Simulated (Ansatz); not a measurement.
Something may be wrong with this Ansatz 0.2.0 calculation of MgS.

File input.yaml:

```yaml
crystal:
  lattice:
    - [0.0, 2.7197952449, 2.8331200468]
    - [2.7197952449, 0.0, 2.8331200468]
    - [2.7197952449, 2.7197952449, 0.0]
  atoms:
    - { symbol: S, position: [0.25, 0.25, 0.25] }
    - { symbol: Mg, position: [0.0, 0.0, 0.0] }
hamiltonian:
  xc: pbesol
  pseudopotentials: { kind: paw }
kpoints:
  mp_grid: { grid: [7, 7, 7] }
  band_path:
    path:
      - [[0.0, 0.0, 0.0], [0.0, 0.5, 0.5], [-0.2304, 0.5, 0.2696], [-0.3652, 0.3652, 0.0], [0.0, 0.0, 0.0], [0.5, 0.5, 0.0], [0.3652, 0.6348, 0.0], [0.0, 0.5, 0.0], [0.25, 0.75, 0.5], [0.5, 0.7696, 0.2696], [0.5, 0.5, 0.0]]
      - [[0.0, 0.5, 0.5], [0.25, 0.75, 0.5]]
    npoints: 14
scf:
  occupations: { method: fermi_dirac, width: 0.05 }
  n_extra_bands: 6
  max_iter: 100
output:
  forces: true
  stress: true
  eigenvalues: true
  fatbands: false
accuracy: many
```

Potentials or basis: Ansatz PAW.

Command:

```sh
$ ansatz run input.yaml --threads 2 --pin off --max-ram 5632MiB --backend cpu --events-out ev --progress --plain --runs-dir out
```

Output:

```text
Error: YAML parse error: error: line 28 column 1: unknown variant `many`, expected one of low, medium, high
  --> <input>:28:1
   |
26 |   eigenvalues: true
27 |   fatbands: false
28 | accuracy: many
   | ^ unknown variant `many`, expected one of low, medium, high
```

Diagnose the run.

The program refused the input. The input holds a flaw that was put in on purpose: a value of the wrong type (accuracy = many).
